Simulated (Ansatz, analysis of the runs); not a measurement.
# Conductance against length: trans-(CH=CH)1 chain with amine ends, between Au (111) faces with adatoms, and longer members, part 3 of 5

Aim: the decay constant of the conductance with molecular length.

Ansatz 0.2.0; DFT PBE, plane waves, PAW; relaxation of a junction, electrodes held but for their tips (the session's first sound run).

So far, conductance of the junction (G₀): step 3 (the open system, 84 atoms, molecule oligoene 1, amine ends …) 0.0415.

## (5) Relaxing the junction, 88 atoms, molecule oligoene 2, amine ends, units 2

This step: DFT PBE, plane waves, PAW; relaxation of a junction, electrodes held but for their tips (Ansatz 0.2.0).

System of this step: trans-(CH=CH)2 chain with amine ends, between Au (111) faces with adatoms. The cell holds 88 atoms: 74 Au, 2 N, 4 C and 8 H. Its edges and angles: a = 8.825 Å, b = 8.825 Å, c = 29.761 Å, α = 90.0°, β = 90.0°, γ = 60.0°. Electrodes: Au (111) 3x3 face with an adatom; the apex atoms were set 8.482 Å apart; the free molecule is N/C=C/C=C/N. Regions: lower lead, 37 atoms (37 Au); bridge, 14 atoms (2 N, 4 C and 8 H); upper lead, 37 atoms (37 Au). The structure is stacked along c, and the current runs across the ab planes.

The bridge and the electrodes' tips relax, while 72 atoms stay at the lead's spacing, so that the ends still repeat as a lead.

File input.yaml:

```yaml
crystal:
  lattice:
    - [8.8246926292, 0.0, 0.0]
    - [4.4123463146, 7.6424079975, 0.0]
    - [0.0, 0.0, 29.7612776832]
  atoms:
    - { symbol: Au, position: [0.722222222, 0.722222222, 0.0] }
    - { symbol: Au, position: [0.722222222, 0.055555556, 0.0] }
    - { symbol: Au, position: [0.722222222, 0.388888889, 0.0] }
    - { symbol: Au, position: [0.055555556, 0.722222222, 0.0] }
    - { symbol: Au, position: [0.055555556, 0.055555556, 0.0] }
    - { symbol: Au, position: [0.055555556, 0.388888889, 0.0] }
    - { symbol: Au, position: [0.388888889, 0.722222222, 0.0] }
    - { symbol: Au, position: [0.388888889, 0.055555556, 0.0] }
    - { symbol: Au, position: [0.388888889, 0.388888889, 0.0] }
    - { symbol: Au, position: [0.833333333, 0.833333333, 0.080701412] }
    - { symbol: Au, position: [0.833333333, 0.166666667, 0.080701412] }
    - { symbol: Au, position: [0.833333333, 0.5, 0.080701412] }
    - { symbol: Au, position: [0.166666667, 0.833333333, 0.080701412] }
    - { symbol: Au, position: [0.166666667, 0.166666667, 0.080701412] }
    - { symbol: Au, position: [0.166666667, 0.5, 0.080701412] }
    - { symbol: Au, position: [0.5, 0.833333333, 0.080701412] }
    - { symbol: Au, position: [0.5, 0.166666667, 0.080701412] }
    - { symbol: Au, position: [0.5, 0.5, 0.080701412] }
    - { symbol: Au, position: [0.944444444, 0.944444444, 0.161402823] }
    - { symbol: Au, position: [0.944444444, 0.277777778, 0.161402823] }
    - { symbol: Au, position: [0.944444444, 0.611111111, 0.161402823] }
    - { symbol: Au, position: [0.277777778, 0.944444444, 0.161402823] }
    - { symbol: Au, position: [0.277777778, 0.277777778, 0.161402823] }
    - { symbol: Au, position: [0.277777778, 0.611111111, 0.161402823] }
    - { symbol: Au, position: [0.611111111, 0.944444444, 0.161402823] }
    - { symbol: Au, position: [0.611111111, 0.277777778, 0.161402823] }
    - { symbol: Au, position: [0.611111111, 0.611111111, 0.161402823] }
    - { symbol: Au, position: [0.055555556, 0.055555556, 0.242104235] }
    - { symbol: Au, position: [0.055555556, 0.388888889, 0.242104235] }
    - { symbol: Au, position: [0.055555556, 0.722222222, 0.242104235] }
    - { symbol: Au, position: [0.388888889, 0.055555556, 0.242104235] }
    - { symbol: Au, position: [0.388888889, 0.388888889, 0.242104235] }
    - { symbol: Au, position: [0.388888889, 0.722222222, 0.242104235] }
    - { symbol: Au, position: [0.722222222, 0.055555556, 0.242104235] }
    - { symbol: Au, position: [0.722222222, 0.388888889, 0.242104235] }
    - { symbol: Au, position: [0.722222222, 0.722222222, 0.242104235] }
    - { symbol: Au, position: [0.5, 0.5, 0.317156548] }
    - { symbol: "N", position: [0.335591922, 0.48071353, 0.370548023] }
    - { symbol: C, position: [0.370878242, 0.548959654, 0.407855821] }
    - { symbol: C, position: [0.485245445, 0.458800234, 0.440475498] }
    - { symbol: C, position: [0.514754776, 0.541202922, 0.478822944] }
    - { symbol: C, position: [0.629121384, 0.451043507, 0.511442762] }
    - { symbol: "N", position: [0.664406727, 0.519289681, 0.548750715] }
    - { symbol: H, position: [0.209686109, 0.552572761, 0.359723561] }
    - { symbol: H, position: [0.375220331, 0.351197551, 0.373187113] }
    - { symbol: H, position: [0.294347804, 0.691305205, 0.408853944] }
    - { symbol: H, position: [0.561001675, 0.316896936, 0.438509823] }
    - { symbol: H, position: [0.438998496, 0.683106236, 0.480788598] }
    - { symbol: H, position: [0.705651847, 0.308697918, 0.510444647] }
    - { symbol: H, position: [0.624776973, 0.648806057, 0.546111835] }
    - { symbol: H, position: [0.790312785, 0.447431258, 0.559575119] }
    - { symbol: Au, position: [0.5, 0.5, 0.602142041] }
    - { symbol: Au, position: [0.277777778, 0.277777778, 0.677194354] }
    - { symbol: Au, position: [0.277777778, 0.611111111, 0.677194354] }
    - { symbol: Au, position: [0.277777778, 0.944444444, 0.677194354] }
    - { symbol: Au, position: [0.611111111, 0.277777778, 0.677194354] }
    - { symbol: Au, position: [0.611111111, 0.611111111, 0.677194354] }
    - { symbol: Au, position: [0.611111111, 0.944444444, 0.677194354] }
    - { symbol: Au, position: [0.944444444, 0.277777778, 0.677194354] }
    - { symbol: Au, position: [0.944444444, 0.611111111, 0.677194354] }
    - { symbol: Au, position: [0.944444444, 0.944444444, 0.677194354] }
    - { symbol: Au, position: [0.388888889, 0.388888889, 0.757895765] }
    - { symbol: Au, position: [0.388888889, 0.722222222, 0.757895765] }
    - { symbol: Au, position: [0.388888889, 0.055555556, 0.757895765] }
    - { symbol: Au, position: [0.722222222, 0.388888889, 0.757895765] }
    - { symbol: Au, position: [0.722222222, 0.722222222, 0.757895765] }
    - { symbol: Au, position: [0.722222222, 0.055555556, 0.757895765] }
    - { symbol: Au, position: [0.055555556, 0.388888889, 0.757895765] }
    - { symbol: Au, position: [0.055555556, 0.722222222, 0.757895765] }
    - { symbol: Au, position: [0.055555556, 0.055555556, 0.757895765] }
    - { symbol: Au, position: [0.5, 0.5, 0.838597177] }
    - { symbol: Au, position: [0.5, 0.833333333, 0.838597177] }
    - { symbol: Au, position: [0.5, 0.166666667, 0.838597177] }
    - { symbol: Au, position: [0.833333333, 0.5, 0.838597177] }
    - { symbol: Au, position: [0.833333333, 0.833333333, 0.838597177] }
    - { symbol: Au, position: [0.833333333, 0.166666667, 0.838597177] }
    - { symbol: Au, position: [0.166666667, 0.5, 0.838597177] }
    - { symbol: Au, position: [0.166666667, 0.833333333, 0.838597177] }
    - { symbol: Au, position: [0.166666667, 0.166666667, 0.838597177] }
    - { symbol: Au, position: [0.611111111, 0.611111111, 0.919298588] }
    - { symbol: Au, position: [0.611111111, 0.944444444, 0.919298588] }
    - { symbol: Au, position: [0.611111111, 0.277777778, 0.919298588] }
    - { symbol: Au, position: [0.944444444, 0.611111111, 0.919298588] }
    - { symbol: Au, position: [0.944444444, 0.944444444, 0.919298588] }
    - { symbol: Au, position: [0.944444444, 0.277777778, 0.919298588] }
    - { symbol: Au, position: [0.277777778, 0.611111111, 0.919298588] }
    - { symbol: Au, position: [0.277777778, 0.944444444, 0.919298588] }
    - { symbol: Au, position: [0.277777778, 0.277777778, 0.919298588] }
kpoints:
  mp_grid: { grid: [2, 2, 1] }
scf:
  occupations: { method: fermi_dirac, width: 0.1 }
hamiltonian:
  xc: pbe
relax:
  constraints:
    - { sites: [0, 1, 2, 3, 4, 5, 6, 7, 8, 9, 10, 11, 12, 13, 14, 15, 16, 17, 18, 19, 20, 21, 22, 23, 24, 25, 26, 27, 28, 29, 30, 31, 32, 33, 34, 35, 52, 53, 54, 55, 56, 57, 58, 59, 60, 61, 62, 63, 64, 65, 66, 67, 68, 69, 70, 71, 72, 73, 74, 75, 76, 77, 78, 79, 80, 81, 82, 83, 84, 85, 86, 87] }
  f_tol: 0.05
  max_steps: 35
```

The run is started by

```
$ ansatz run input.yaml --threads 16 --pin off --max-ram 61440MiB --backend cuda --events-out ev --progress --plain --runs-dir out --max-vram 78GiB
```

Numbers of over 12 decimals in the logs are rounded to 6 here.

What it wrote:

```text
[...]
SCF 1 converged in 7 iterations: F = -974940.773163 eV  dr2 = 9.78e-6
[...]
relax step   2: F+E_penalty+E_count = -974940.99352592 eV  Δ(F+E_penalty+E_count) = -2.204e-1 eV  max|allowed force component| = 7.765e-1 eV/Å  Δτ_max = 0.1978 Å  (5 SCF iters, dr2 threshold 9.18e-5 eV, accepted)
[...]
relax step   5: F+E_penalty+E_count = -974941.09895498 eV  Δ(F+E_penalty+E_count) = -7.472e-3 eV  max|allowed force component| = 7.295e-2 eV/Å  Δτ_max = 0.1145 Å  (7 SCF iters, accepted)
[...]
- { symbol: H, position: [0.357355, 0.742107, 0.411404] }
    - { symbol: H, position: [0.472479, 0.358022, 0.435723] }
    - { symbol: H, position: [0.527521, 0.641978, 0.483576] }
    - { symbol: H, position: [0.642645, 0.257893, 0.507895] }
    - { symbol: H, position: [0.721535, 0.517881, 0.548411] }
    - { symbol: H, position: [0.797685, 0.310865, 0.564185] }
[...]
- { symbol: Au, position: [0.944444, 0.277778, 0.919299] }
    - { symbol: Au, position: [0.277778, 0.611111111, 0.919299] }
    - { symbol: Au, position: [0.277778, 0.944444, 0.919299] }
    - { symbol: Au, position: [0.277777778, 0.277778, 0.919299] }
```

Elapsed: 27 s, on 1 × NVIDIA GB200 with 16 threads of Arm Neoverse V2, shared host; peak memory 1.9 GiB; 84 s of CPU time.

Relaxation path:

```csv
step,energy less that of the first step (eV),largest force component (eV/Å)
1,0.0000,1.2118
2,-0.2204,0.7765
3,-0.3017,0.2520
4,-0.3183,0.0966
5,-0.3258,0.0729
6,-0.3307,0.2021
7,-0.3366,0.1579
8,-0.3451,0.1206
9,-0.3460,0.2644
10,-0.3534,0.1038
11,-0.3561,0.0181
12,-0.3589,0.0299
13,-0.3573,0.2131
14,-0.3611,0.0390
15,-0.3623,0.0661
16,-0.3632,0.0431
17,-0.3632,0.0427
```

Relaxation step 13 was tried and not accepted.

The atoms that moved most (Å):

```csv
atom,dx,dy,dz,length
H51,-0.538,-1.044,0.137,1.182
H44,0.538,1.044,-0.137,1.182
H50,0.276,-1.001,0.068,1.040
H45,-0.276,1.001,-0.068,1.040
H49,-0.780,-0.388,-0.076,0.875
H46,0.780,0.388,0.076,0.875
N43,-0.186,-0.768,0.050,0.791
N38,0.186,0.768,-0.050,0.791
```

The largest force component on a free atom ends at 0.043 eV/Å, under the limit of 0.05. The apex atoms end 8.70 Å apart, and their nearest bridge atoms lie at 2.28 Å (Au–N) and 2.28 Å (Au–N).

## (6) The open system, 88 atoms, molecule oligoene 2, amine ends, units 2

This step: DFT PBE, plane waves, PAW; transmission of a junction between electrodes (Ansatz 0.2.0).

The transmission is computed for this geometry in the same way.

File input.yaml:

```yaml
crystal:
  lattice:
    - [8.8246926292, 0.0, 0.0]
    - [4.4123463146, 7.6424079975, 0.0]
    - [0.0, 0.0, 29.7612776832]
  atoms:
    - { symbol: Au, position: [0.722222222, 0.722222222, 3.5e-09] }
    - { symbol: Au, position: [0.722222222, 0.055555556, 3.5e-09] }
    - { symbol: Au, position: [0.722222222, 0.388888889, 3.5e-09] }
    - { symbol: Au, position: [0.055555556, 0.722222222, 3.5e-09] }
    - { symbol: Au, position: [0.055555556, 0.055555556, 3.5e-09] }
    - { symbol: Au, position: [0.055555556, 0.388888889, 3.5e-09] }
    - { symbol: Au, position: [0.388888889, 0.722222222, 3.5e-09] }
    - { symbol: Au, position: [0.388888889, 0.055555556, 3.5e-09] }
    - { symbol: Au, position: [0.388888889, 0.388888889, 3.5e-09] }
    - { symbol: Au, position: [0.833333333, 0.833333333, 0.080701415] }
    - { symbol: Au, position: [0.833333333, 0.166666667, 0.080701415] }
    - { symbol: Au, position: [0.833333333, 0.5, 0.080701415] }
    - { symbol: Au, position: [0.166666667, 0.833333333, 0.080701415] }
    - { symbol: Au, position: [0.166666667, 0.166666667, 0.080701415] }
    - { symbol: Au, position: [0.166666667, 0.5, 0.080701415] }
    - { symbol: Au, position: [0.5, 0.833333333, 0.080701415] }
    - { symbol: Au, position: [0.5, 0.166666667, 0.080701415] }
    - { symbol: Au, position: [0.5, 0.5, 0.080701415] }
    - { symbol: Au, position: [0.944444444, 0.944444444, 0.1614028265] }
    - { symbol: Au, position: [0.944444444, 0.277777778, 0.1614028265] }
    - { symbol: Au, position: [0.944444444, 0.611111111, 0.1614028265] }
    - { symbol: Au, position: [0.277777778, 0.944444444, 0.1614028265] }
    - { symbol: Au, position: [0.277777778, 0.277777778, 0.1614028265] }
    - { symbol: Au, position: [0.277777778, 0.611111111, 0.1614028265] }
    - { symbol: Au, position: [0.611111111, 0.944444444, 0.1614028265] }
    - { symbol: Au, position: [0.611111111, 0.277777778, 0.1614028265] }
    - { symbol: Au, position: [0.611111111, 0.611111111, 0.1614028265] }
    - { symbol: Au, position: [0.055555556, 0.055555556, 0.242104238] }
    - { symbol: Au, position: [0.055555556, 0.388888889, 0.242104238] }
    - { symbol: Au, position: [0.055555556, 0.722222222, 0.242104238] }
    - { symbol: Au, position: [0.388888889, 0.055555556, 0.242104238] }
    - { symbol: Au, position: [0.388888889, 0.388888889, 0.242104238] }
    - { symbol: Au, position: [0.388888889, 0.722222222, 0.242104238] }
    - { symbol: Au, position: [0.722222222, 0.055555556, 0.242104238] }
    - { symbol: Au, position: [0.722222222, 0.388888889, 0.242104238] }
    - { symbol: Au, position: [0.722222222, 0.722222222, 0.242104238] }
    - { symbol: Au, position: [0.5128092359, 0.4920747138, 0.3134848146] }
    - { symbol: "N", position: [0.306458051, 0.5811555236, 0.368878286] }
    - { symbol: C, position: [0.370857324, 0.6124708907, 0.409215548] }
    - { symbol: C, position: [0.4591430654, 0.4874132363, 0.4403410186] }
    - { symbol: C, position: [0.5408569346, 0.5125867637, 0.4789575763] }
    - { symbol: C, position: [0.629142676, 0.3875291093, 0.510083047] }
    - { symbol: "N", position: [0.693541949, 0.4188444764, 0.550420309] }
    - { symbol: H, position: [0.2023149974, 0.6891347644, 0.3551131462] }
    - { symbol: H, position: [0.278465035, 0.4821186786, 0.3708874345] }
    - { symbol: H, position: [0.3573547998, 0.7421068235, 0.4114035113] }
    - { symbol: H, position: [0.4724786497, 0.3580224499, 0.4357227621] }
    - { symbol: H, position: [0.5275213503, 0.6419775501, 0.4835758328] }
    - { symbol: H, position: [0.6426452002, 0.2578931765, 0.5078950836] }
    - { symbol: H, position: [0.721534965, 0.5178813214, 0.5484111605] }
    - { symbol: H, position: [0.7976850026, 0.3108652356, 0.5641854488] }
    - { symbol: Au, position: [0.4871907641, 0.5079252862, 0.6058137804] }
    - { symbol: Au, position: [0.277777778, 0.277777778, 0.677194357] }
    - { symbol: Au, position: [0.277777778, 0.611111111, 0.677194357] }
    - { symbol: Au, position: [0.277777778, 0.944444444, 0.677194357] }
    - { symbol: Au, position: [0.611111111, 0.277777778, 0.677194357] }
    - { symbol: Au, position: [0.611111111, 0.611111111, 0.677194357] }
    - { symbol: Au, position: [0.611111111, 0.944444444, 0.677194357] }
    - { symbol: Au, position: [0.944444444, 0.277777778, 0.677194357] }
    - { symbol: Au, position: [0.944444444, 0.611111111, 0.677194357] }
    - { symbol: Au, position: [0.944444444, 0.944444444, 0.677194357] }
    - { symbol: Au, position: [0.388888889, 0.388888889, 0.7578957685] }
    - { symbol: Au, position: [0.388888889, 0.722222222, 0.7578957685] }
    - { symbol: Au, position: [0.388888889, 0.055555556, 0.7578957685] }
    - { symbol: Au, position: [0.722222222, 0.388888889, 0.7578957685] }
    - { symbol: Au, position: [0.722222222, 0.722222222, 0.7578957685] }
    - { symbol: Au, position: [0.722222222, 0.055555556, 0.7578957685] }
    - { symbol: Au, position: [0.055555556, 0.388888889, 0.7578957685] }
    - { symbol: Au, position: [0.055555556, 0.722222222, 0.7578957685] }
    - { symbol: Au, position: [0.055555556, 0.055555556, 0.7578957685] }
    - { symbol: Au, position: [0.5, 0.5, 0.83859718] }
    - { symbol: Au, position: [0.5, 0.833333333, 0.83859718] }
    - { symbol: Au, position: [0.5, 0.166666667, 0.83859718] }
    - { symbol: Au, position: [0.833333333, 0.5, 0.83859718] }
    - { symbol: Au, position: [0.833333333, 0.833333333, 0.83859718] }
    - { symbol: Au, position: [0.833333333, 0.166666667, 0.83859718] }
    - { symbol: Au, position: [0.166666667, 0.5, 0.83859718] }
    - { symbol: Au, position: [0.166666667, 0.833333333, 0.83859718] }
    - { symbol: Au, position: [0.166666667, 0.166666667, 0.83859718] }
    - { symbol: Au, position: [0.611111111, 0.611111111, 0.9192985915] }
    - { symbol: Au, position: [0.611111111, 0.944444444, 0.9192985915] }
    - { symbol: Au, position: [0.611111111, 0.277777778, 0.9192985915] }
    - { symbol: Au, position: [0.944444444, 0.611111111, 0.9192985915] }
    - { symbol: Au, position: [0.944444444, 0.944444444, 0.9192985915] }
    - { symbol: Au, position: [0.944444444, 0.277777778, 0.9192985915] }
    - { symbol: Au, position: [0.277777778, 0.611111111, 0.9192985915] }
    - { symbol: Au, position: [0.277777778, 0.944444444, 0.9192985915] }
    - { symbol: Au, position: [0.277777778, 0.277777778, 0.9192985915] }
kpoints:
  mp_grid: { grid: [4, 4, 1] }
scf:
  occupations: { method: fermi_dirac, width: 0.1 }
hamiltonian:
  xc: pbe
output:
  transmission: { leads: [[79, 0]], e_range: [-0.7, 0.7], de: 0.035, kmesh: [4, 4] }
  dos: { projected: true, e_range: [-5, 4] }
  write_potential: true
  write_density: true
  volumetric_format: npy
```

What it wrote:

```text
[...]
Crystal: 88 atoms, lattice volume = 2007.157 Å³
Basis set: ecut = 420 eV, 39261 PW (Γ)
Bands: 864, of which v1, the nominal top of the filled ones, is band 720 counted from 1 (719 counted from 0)
Symmetry: 2 space group operations
[...]
k-points: 10 of 16
[...]
transmission: 460 of 460 steps passed
[...]
SCF converged after 9 iterations
[...]
--- Transmission ---
  basis      : 595 plane waves across, 46 finite elements along
  points     : 10, standing for a mesh of 4 x 4
  on the GPU : 10 of these points
[...]
filled         : 0.1 meV over the level at which it is neutral
    channels       : 7.687500e0 a spin
[...]
junction   : crystal 0 to crystal 0, -0.50 to 26.86 Å
    transmission   : 5.081542e-2 a spin
[...]
resistance     : 1.6918e-1 Ω µm² beyond half of each lead's own
```

Wall time 3 min (1 × NVIDIA GB200 with 16 threads); peak memory 18 GiB; 21 min of CPU time.

Table of transmission, one spin by energy, zero at the Fermi level:

```csv
energy (eV),"transmission, one spin"
-0.700,0.190
-0.665,0.174
-0.630,0.163
-0.595,0.155
-0.560,0.148
-0.525,0.140
-0.490,0.127
-0.420,0.0975
-0.385,0.0869
-0.350,0.0794
-0.315,0.0744
-0.280,0.0703
-0.245,0.0669
-0.210,0.0637
-0.175,0.0611
-0.140,0.0586
-0.105,0.0563
-0.070,0.0542
-0.035,0.0524
0.000,0.0508
0.035,0.0496
0.070,0.0490
0.105,0.0481
0.140,0.0483
0.175,0.0500
0.210,0.0639
0.245,0.0393
0.280,0.0290
0.315,0.0252
0.350,0.0234
0.385,0.0223
0.420,0.0216
0.490,0.0207
0.525,0.0204
0.560,0.0202
0.595,0.0201
0.630,0.0201
0.665,0.0203
0.700,0.0203
```

The conductance is 0.0511 G₀. The conductance is 1.2 times that of the last run that gave one. The lead's Hamiltonian steps by 30.6 meV, which the program calls too much for a lead. The largest term of the program's error estimate is 43 %, from the k-mesh.

## (7) Landauer integrals, 88 atoms

This step: Landauer integrals over the computed T(E), interpolated linearly between its energies (analysis of the runs above).

The thermopower is 5.36 μV/K. The Lorenz ratio is 1.02, where the Wiedemann-Franz law gives 1. These values rest on a semilocal level alignment and on the mesh across the current. Moving the level by up to 0.1 eV either way gives -0.11 to 8.0 μV/K.

(Part 3 of 5 ends here.)

[Logs are printed without paths, hosts, clocks, repeated set-up lines and the standing remarks that a program may print on its own settings, such as how far it seeks lower states.]

[Hosts, paths, dates, database ids (printed as entryN), source tags and the programs' standing remarks are cut or masked in the printed files.]
